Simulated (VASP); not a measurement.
## SnS: relaxation of cell and atoms with LDA

The system is SnS.

```
CELL_PARAMETERS angstrom
11.20000 0.00000 0.00000
0.00000 3.98700 0.00000
0.00000 0.00000 4.33400
ATOMIC_POSITIONS crystal
Sn 0.11940 0.25000 0.11980
Sn 0.38060 0.75000 0.61980
Sn 0.61940 0.25000 0.38020
Sn 0.88060 0.75000 0.88020
S 0.85080 0.25000 0.47930
S 0.64920 0.75000 0.97930
S 0.35080 0.25000 0.02070
S 0.14920 0.75000 0.52070
```

| Item | Value |
| --- | --- |
| Program | VASP 6.6.1 |
| Task | relaxation of cell and atoms |
| Functional | LDA |
| Potentials or basis | VASP PAW LDA potentials, release 64 (Sn_d, S) |
| Cutoff | 600 eV |
| k mesh | 4 × 8 × 6 |
| Occupations | gaussian, width 0.03 eV |
| Spin | no spin polarisation |
| Further INCAR settings | ALGO = Normal; EDIFF = 1e-06; IBRION = 2; EDIFFG = -0.01; NSW = 90; ISIF = 3 |

- Relaxed volume: 22.72 Å³/atom
- Relaxed cell: a = 10.960 Å, b = 3.949 Å, c = 4.199 Å, α = 90.00°, β = 90.00°, γ = 90.00°
- Space group after relaxing (to 0.05 Å): Pnma (No. 62)
- Energy gained by relaxing: 11.3 meV/atom
- Ionic steps: 15
- Pressure after relaxing: 0.0 GPa
- Largest force after relaxing: 0.010 eV/Å
- Band gap on the k mesh: 0.65 eV, indirect (least direct gap 1.04 eV)

Forces on the atoms (eV/Å):
```
Sn   0.008  0.000 -0.006
Sn  -0.008  0.000 -0.006
Sn   0.008  0.000  0.006
Sn  -0.008  0.000  0.006
S    0.001  0.000  0.001
S   -0.001  0.000  0.001
S    0.001  0.000 -0.001
S   -0.001  0.000 -0.001
```

Step by step:
```csv
step,energy change (eV),largest force (eV/Å),pressure (GPa),volume (Å³)
1,0.0000,0.0444,-2.34,193.53
2,-0.0468,0.3207,0.91,183.79
3,-0.0543,0.2171,-0.02,186.35
4,-0.0674,0.1621,-0.02,185.29
5,-0.0834,0.0606,0.04,182.64
6,-0.0837,0.0525,0.10,182.14
7,-0.0881,0.0489,-0.11,181.99
8,-0.0882,0.0442,-0.09,182.01
9,-0.0894,0.0253,0.11,181.50
10,-0.0895,0.0285,0.19,181.31
11,-0.0901,0.0190,0.06,181.66
12,-0.0901,0.0207,0.01,181.74
13,-0.0903,0.0190,-0.01,181.78
14,-0.0905,0.0158,-0.07,181.88
15,-0.0906,0.0097,0.01,181.74
```

Final structure:
```yaml
crystal:
  lattice:
    - [10.96010, 0.00000, 0.00000]
    - [0.00000, 3.94855, 0.00000]
    - [0.00000, 0.00000, 4.19948]
  atoms:
    - { symbol: Sn, position: [0.11713, 0.25000, 0.11296] }
    - { symbol: Sn, position: [0.38287, 0.75000, 0.61296] }
    - { symbol: Sn, position: [0.61713, 0.25000, 0.38704] }
    - { symbol: Sn, position: [0.88287, 0.75000, 0.88704] }
    - { symbol: S, position: [0.85397, 0.25000, 0.47214] }
    - { symbol: S, position: [0.64603, 0.75000, 0.97214] }
    - { symbol: S, position: [0.35397, 0.25000, 0.02786] }
    - { symbol: S, position: [0.14603, 0.75000, 0.52786] }
```

Levels at points of the mesh, in eV from the valence-band top:
```
           k point  band 38  band 39  band 40  band 41  band 42  band 43
(0.00, 0.00, 0.00)    -1.29    -0.89    -0.75     0.65     2.90     2.95
(0.50, 0.00, 0.00)    -2.33    -0.77    -0.77     2.55     2.55     2.74
(0.00, 0.50, 0.00)    -1.09    -0.83    -0.83     1.01     1.01     1.71
(0.50, 0.50, 0.00)    -1.08    -1.08    -1.08     1.54     1.54     1.54
(0.00, 0.00, 0.50)    -1.00    -0.12    -0.12     1.35     1.35     1.74
(0.50, 0.00, 0.50)    -0.75     0.00     0.00     1.20     1.20     1.79
(0.00, 0.50, 0.50)    -2.71    -1.64    -1.64     2.68     2.68     2.98
(0.50, 0.50, 0.50)    -1.84    -1.84    -1.84     2.47     2.47     2.47
```

It took 60 min on 2 MPI ranks on Intel(R) Xeon(R) Platinum 8259CL CPU @ 2.50GHz (Skylake/Cascade Lake), on a shared host, peak memory 0.6 GiB a rank.

Caveat: spin-orbit coupling is left out, which moves the levels of the heavy elements. LDA usually gives volumes a few per cent too small.
